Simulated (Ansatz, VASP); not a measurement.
**K (K(100)) in two plane-wave programs**

Aim: how closely do two programs agree when they are given the same cell, functional and k mesh? Other levels of theory on this material are compared in a session of their own.

Program: Ansatz 0.2.0. Level of theory: plane waves, with VASP 6.6.1 beside it; single point at RPBE. Results are calculated unless marked as measured.

## 1. The starting structure

The cell holds 7 atoms: 7 K. Cell: a = 5.230 Å, b = 5.230 Å, c = 33.690 Å, α = 90.0°, β = 90.0°, γ = 90.0°. Vacuum lies along c.

As a file:

```
K
1.0
     5.23000    0.00000    0.00000
     0.00000    5.23000    0.00000
     0.00000    0.00000   33.69000
K
7
Direct
  0.00000 0.00000 0.26714
  0.50000 0.50000 0.34476
  0.00000 0.00000 0.42238
  0.50000 0.50000 0.50000
  0.00000 0.00000 0.57762
  0.50000 0.50000 0.65524
  0.00000 0.00000 0.73286
```

## 2. VASP: single point, RPBE

A single point gives forces, pressure and levels at one fixed geometry, so differences don't come from the geometry; what else differs is listed under the comparison.

Lines of VASP's logs that name or quote its potential files are left out, and so is its time.

INCAR

```
SYSTEM = K
PREC = Normal
ENCUT = 350
EDIFF = 1E-06
NELM = 120
ISMEAR = 1
SIGMA = 0.1
LREAL = .FALSE.
ALGO = Normal
GGA = RP
NBANDS = 31
LORBIT = 11
LWAVE = .FALSE.
LCHARG = .FALSE.
KPAR = 2
NCORE = 2
IDIPOL = 3
LDIPOL = .TRUE.
DIPOL = 0.5 0.5 0.5
LVHAR = .TRUE.
LVACPOTAV = .TRUE.
```

POSCAR

```
K
1.0
    5.2300000000      0.0000000000      0.0000000000
    0.0000000000      5.2300000000      0.0000000000
    0.0000000000      0.0000000000     33.6900000000
K
7
Direct
    0.0000000000      0.0000000000      0.2671415850
    0.5000000000      0.5000000000      0.3447610567
    0.0000000000      0.0000000000      0.4223805283
    0.5000000000      0.5000000000      0.5000000000
    0.0000000000      0.0000000000      0.5776194717
    0.5000000000      0.5000000000      0.6552389433
    0.0000000000      0.0000000000      0.7328584150
```

KPOINTS

```
Automatic mesh
0
Gamma
5 5 1
0 0 0
```

The projector-augmented-wave data sets are K_pv (PBE family, release 64).

On the command line:

```bash
$ mpirun -np 4 vasp_std
```

Numbers of over 12 decimals in the logs are rounded to 6 here.

What it wrote:

```text
[banner, memory and clock lines left out]
running    4 mpi-ranks, on    1 nodes
 distrk:  each k-point on    2 cores,    2 groups
 distr:  one band on    2 cores,    1 groups

 POSCAR found type information on POSCAR K
 POSCAR found :  1 types and       7 ions
|                                                                             |
|               ----> ADVICE to this user running VASP <----                  |
|                                                                             |
|     You enforced a specific xc type in the INCAR file but a different       |
|     [... a line on the potential file left out ...]
|     I HOPE YOU KNOW WHAT YOU ARE DOING!                                     |
|                                                                             |

 LDA part: xc-table for (Slater+PW92), standard interpolation
 POSCAR, INCAR and KPOINTS ok, starting setup
 FFT: planning ... GRIDC
 FFT: planning ... GRID_SOFT
 FFT: planning ... GRID
 WAVECAR not read
 entering main loop
       N       E                     dE             d eps       ncg     rms          rms(c)
DAV:   1     0.100266984211E+03    0.10027E+03   -0.16945E+04   516   0.806E+02
DAV:   2    -0.230087024547E+01   -0.10257E+03   -0.98807E+02   414   0.163E+02
DAV:   3    -0.609781866496E+01   -0.37969E+01   -0.33451E+01   457   0.251E+01
DAV:   4    -0.623205460872E+01   -0.13424E+00   -0.13398E+00   451   0.432E+00
DAV:   5    -0.623887336677E+01   -0.68188E-02   -0.68183E-02   504   0.749E-01    0.414E+00
DAV:   6    -0.610395082801E+01    0.13492E+00   -0.15881E+00   407   0.495E+00    0.215E+00
DAV:   7    -0.605615021379E+01    0.47801E-01   -0.10081E+00   460   0.150E+00    0.157E+00
DAV:   8    -0.600570250404E+01    0.50448E-01   -0.20004E-01   438   0.124E+00    0.217E-01
DAV:   9    -0.600734264365E+01   -0.16401E-02   -0.30117E-02   408   0.573E-01    0.143E-01
DAV:  10    -0.600785982684E+01   -0.51718E-03   -0.51452E-03   407   0.230E-01    0.551E-02
DAV:  11    -0.600825718086E+01   -0.39735E-03   -0.14572E-03   436   0.113E-01    0.376E-02
DAV:  12    -0.600828331692E+01   -0.26136E-04   -0.85058E-04   386   0.708E-02    0.196E-02
DAV:  13    -0.600788287929E+01    0.40044E-03   -0.48688E-04   407   0.385E-02    0.100E-02
DAV:  14    -0.600771413484E+01    0.16874E-03   -0.16343E-04   366   0.226E-02    0.749E-03
DAV:  15    -0.600777212415E+01   -0.57989E-04   -0.44110E-05   345   0.182E-02    0.340E-03
DAV:  16    -0.600780113868E+01   -0.29015E-04   -0.13051E-05   276   0.681E-03    0.193E-03
DAV:  17    -0.600782470049E+01   -0.23562E-04   -0.16542E-05   283   0.593E-03    0.829E-04
DAV:  18    -0.600782658279E+01   -0.18823E-05   -0.26004E-06   318   0.252E-03    0.575E-04
DAV:  19    -0.600783347886E+01   -0.68961E-05   -0.14511E-06   290   0.207E-03    0.409E-04
DAV:  20    -0.600783583025E+01   -0.23514E-05   -0.15190E-07   256   0.112E-03    0.262E-04
DAV:  21    -0.600783968033E+01   -0.38501E-05   -0.35850E-07   242   0.698E-04    0.208E-04
DAV:  22    -0.600784070681E+01   -0.10265E-05   -0.12600E-07   249   0.532E-04    0.121E-04
DAV:  23    -0.600784087602E+01   -0.16921E-06   -0.18635E-08   235   0.254E-04
|                                                                             |
|           W    W    AA    RRRRR   N    N  II  N    N   GGGG   !!!           |
|           W    W   A  A   R    R  NN   N  II  NN   N  G    G  !!!           |
|           W    W  A    A  R    R  N N  N  II  N N  N  G       !!!           |
|           W WW W  AAAAAA  RRRRR   N  N N  II  N  N N  G  GGG   !            |
|           WW  WW  A    A  R   R   N   NN  II  N   NN  G    G                |
|           W    W  A    A  R    R  N    N  II  N    N   GGGG   !!!           |
|                                                                             |
|     Did not find any points to average over, which means that no vacuum     |
|     field-free region was found. Please increase the size of  your cell     |
|     in the dimension of the dipole correction to obtain accurate            |
|     workfunction values.                                                    |
|                                                                             |

   1 F= -.60078409E+01 E0= -.60075059E+01  d E =-.100499E-02
```

OUTCAR, selected parts (step 2):

```text
ion  position               nearest neighbor table
   1  0.000  0.000  0.267-   2 4.53   2 4.53   2 4.53   2 4.53   3 5.23
   2  0.500  0.500  0.345-   3 4.53   3 4.53   3 4.53   3 4.53   1 4.53   1 4.53   1 4.53   1 4.53
                             4 5.23
   3  0.000  0.000  0.422-   2 4.53   2 4.53   2 4.53   2 4.53   4 4.53   4 4.53   4 4.53   4 4.53
                             1 5.23   5 5.23
   4  0.500  0.500  0.500-   3 4.53   5 4.53   3 4.53   5 4.53   3 4.53   5 4.53   3 4.53   5 4.53
                             2 5.23   6 5.23
   5  0.000  0.000  0.578-   6 4.53   6 4.53   6 4.53   6 4.53   4 4.53   4 4.53   4 4.53   4 4.53
                             7 5.23   3 5.23
   6  0.500  0.500  0.655-   5 4.53   5 4.53   5 4.53   5 4.53   7 4.53   7 4.53   7 4.53   7 4.53
                             4 5.23
   7  0.000  0.000  0.733-   6 4.53   6 4.53   6 4.53   6 4.53   5 5.23

  LATTYP: Found a simple tetragonal cell.
 ALAT       =     5.2300000000
 C/A-ratio  =     6.4416826004

 Subroutine GETGRP returns: Found 16 space group operations
 (whereof 16 operations were pure point group operations)

The static configuration has the point symmetry D_4h.

 Found      6 irreducible k-points:

   k-points           NKPTS =      6   k-points in BZ     NKDIM =      6   number of bands    NBANDS=     31

   dimension x,y,z NGX =    24 NGY =   24 NGZ =  160
   dimension x,y,z NGXF=    48 NGYF=   48 NGZF=  320

   ENCUT  =  350.0 eV  25.72 Ry    5.07 a.u.   7.98  7.98 51.39*2*pi/ulx,y,z

   NELECT =      49.0000    total number of electrons

 k-points in reciprocal lattice and weights: Automatic mesh
   0.00000000  0.00000000  0.00000000       0.040
   0.20000000  0.00000000  0.00000000       0.160
   0.40000000  0.00000000  0.00000000       0.160
   0.20000000  0.20000000  0.00000000       0.160
   0.40000000  0.20000000  0.00000000       0.320
   0.40000000  0.40000000  0.00000000       0.160

 dipolmoment           0.000000      0.000000     -0.000000 electrons x Angstroem

 average (electrostatic) potential at core
       1 -18.1932       2 -17.8791       3 -17.8896       4 -17.8418       5 -17.8896
       6 -17.8791       7 -18.1932

 E-fermi :  -1.4608

 k-point     1 :       0.0000    0.0000    0.0000
  band No.  band energies     occupation
    ...
     22      -3.6182      2.00000
     23      -3.3439      2.00000
     24      -2.8858      2.00000
     25      -2.3104      2.00000
     26      -1.6603      2.01624
     27      -1.0275     -0.00000
     28      -0.4344     -0.00000
     29       0.0839     -0.00000
     30       0.1521     -0.00000
     31       0.1939     -0.00000

 k-point     2 :       0.2000    0.0000    0.0000
  band No.  band energies     occupation
    ...
     22      -3.3677      2.00000
     23      -3.0987      2.00000
     24      -2.6492      2.00000
     25      -2.0848      2.00000
     26      -1.4476      0.77930
     27      -0.8311     -0.00000
     28      -0.4005     -0.00000
     29      -0.2012     -0.00000
     30      -0.1472     -0.00000
     31       0.2063     -0.00000

 k-point     3 :       0.4000    0.0000    0.0000
  band No.  band energies     occupation
    ...
     22      -2.6483      2.00000
     23      -2.3949      2.00000
     24      -1.9718      2.00000
     25      -1.5613      2.05139
     26      -1.4457      0.74752
     27      -1.3278     -0.06801
     28      -0.9687     -0.00000
     29      -0.8143     -0.00000
     30      -0.4554     -0.00000
     31      -0.2578     -0.00000

  Total        0.8262782      0.8262782      1.2588694      0.0000000      0.0000000      0.0000000
  in kB        1.4365889      1.4365889      2.1887033      0.0000000      0.0000000      0.0000000
  external PRESSURE =       1.6872937 kB  Pullay stress =       0.0000000 kB

  energy-cutoff  :      350.00
  volume of cell :      921.52
      direct lattice vectors                 reciprocal lattice vectors
     5.230000000  0.000000000  0.000000000     0.191204589  0.000000000  0.000000000
     0.000000000  5.230000000  0.000000000     0.000000000  0.191204589  0.000000000
     0.000000000  0.000000000 33.690000000     0.000000000  0.000000000  0.029682398

 POSITION                                       TOTAL-FORCE (eV/Angst)
 -----------------------------------------------------------------------------------
      0.00000      0.00000      9.00000        -0.000000      0.000000     -0.081496
      2.61500      2.61500     11.61500        -0.000000     -0.000000      0.001083
      0.00000      0.00000     14.23000        -0.000000     -0.000000      0.005416
      2.61500      2.61500     16.84500        -0.000000     -0.000000      0.000000
      0.00000      0.00000     19.46000        -0.000000     -0.000000     -0.005416
      2.61500      2.61500     22.07500         0.000000      0.000000     -0.001083
      0.00000      0.00000     24.69000         0.000000     -0.000000      0.081496
 -----------------------------------------------------------------------------------
    total drift:                                0.000000      0.000000     -0.000000

  FREE ENERGIE OF THE ION-ELECTRON SYSTEM (eV)
  ---------------------------------------------------
  free  energy   TOTEN  =        -6.0078408760 eV

  energy  without entropy=       -6.0068358840  energy(sigma->0) =       -6.00750588

 vacuum level on the upper side and lower side of the slab         0.665         0.665

 total charge
# of ion       s       p       d       tot
------------------------------------------
    1        0.146   5.981   0.008   6.134
    2        0.145   6.016   0.011   6.172
    3        0.146   6.012   0.012   6.170
    4        0.149   6.013   0.011   6.173
    5        0.146   6.012   0.012   6.170
    6        0.145   6.016   0.011   6.172
    7        0.146   5.981   0.008   6.134
--------------------------------------------------
tot          1.023  42.030   0.073  43.127

[... 3 further parts left out ...]
```

(Continued in part 2 of 2.)

[Lines on the potential files, build, host, timing and source positions are cut from VASP's logs without a mark.]

[Logs are printed without paths, hosts, clocks, repeated set-up lines and the standing remarks that a program may print on its own settings, such as how far it seeks lower states.]

[Hosts, paths, dates, database ids (printed as entryN), source tags and the programs' standing remarks are cut or masked in the printed files.]
